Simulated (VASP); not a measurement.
Consider the following.

```yaml
crystal:
  lattice:
    - [0.00000, 2.93332, 2.93332]
    - [2.99199, 0.00000, 2.93332]
    - [2.99199, 2.93332, 0.00000]
  atoms:
    - { symbol: Sr, position: [0.00000, 0.00000, 0.00000] }
    - { symbol: F, position: [0.25000, 0.25000, 0.25000] }
    - { symbol: F, position: [0.75000, 0.75000, 0.75000] }
```

Computed with PBE GGA, VASP's PBE PAW potentials (set 64) (plane waves; VASP). Run with 600 eV cut-off, 6×6×6 Γ-centred mesh, Gaussian smearing of 0.050 eV, potentials Sr_sv F.

Q: What does the run give for the energy per atom (σ→0), pressure?

A: 
- energy per atom (σ→0) = -5.690 eV/atom
- pressure = -1.40 GPa

Only differences to runs with the same potentials and settings are physical.

The compound is SrF2 in the fluorite structure. This cell was strained or had an atom moved on purpose.
